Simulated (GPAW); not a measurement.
Runs of GPAW 26.7.0 on ZrC. Symmetry: Fm-3m, No. 225, cubic system. The conventional cell has a = 4.730 Å, b = 4.730 Å, c = 4.730 Å, α = 90.00°, β = 90.00°, γ = 90.00°. Zr (site symmetry m-3m) is surrounded by 6 C at 2.37 Å. C (site symmetry m-3m) has 6 Zr at 2.37 Å as nearest neighbours. 

| task | level | potentials or basis | spin | U | band path | band points | spin axis theta (degrees) | spin axis phi (degrees) | soc after scf | pressure (GPa) | V0 of scaled cells (Å³/atom) | B0 (GPa) |
| --- | --- | --- | --- | --- | --- | --- | --- | --- | --- | --- | --- | --- |
| band structure | SOGGA | PAW data sets generated in the run's folder for this functional, pw | SOC, no magnetisation | - | GXWKGLUWLK,UX | 80 | 54.7 | 45 | second variation | -9.6 | - | - |
| band structure | LDA | the program's PAW data sets (release 1.2.1) made for this functional, pw | SOC, no magnetisation | - | GXWKGLUWLK,UX | 60 | 54.7 | 45 | second variation | -13.7 | - | - |
| band structure | r2SCAN+U | GPAW PAW data sets (gpaw-data 1.2.1), pw | off | Zr d U = 5.3 eV | GXWKGLUWLK,UX | 80 | - | - | - | (a) | - | - |
| equation of state | RPBE+D4 | the program's PAW data sets (release 1.2.1) made for this functional, pw | off | - | - | - | - | - | - | - | 12.81 | 224 |
| equation of state | LDA+U | the program's PAW data sets (release 1.2.1) made for this functional, pw | off | Zr d U = 8 eV | - | - | - | - | - | - | 13.73 | (b) |

Alike in all rows: cell as given; k mesh 8 × 8 × 8; cutoff (eV) 800; smearing fermi-dirac 0.05 eV.

Q: Fill in the values left out.

A: (a) 11.5; (b) 220.

Caveats: spin-orbit coupling was added after a scalar SCF, so levels and gaps hold it while energy, forces, pressure and moments don't (some runs); the U is typed as a test and isn't derived for this compound (some runs); the PAW data sets were made with another functional, which shifts forces and pressure a little (some runs); U without spin polarisation on a metal has little footing (some runs).
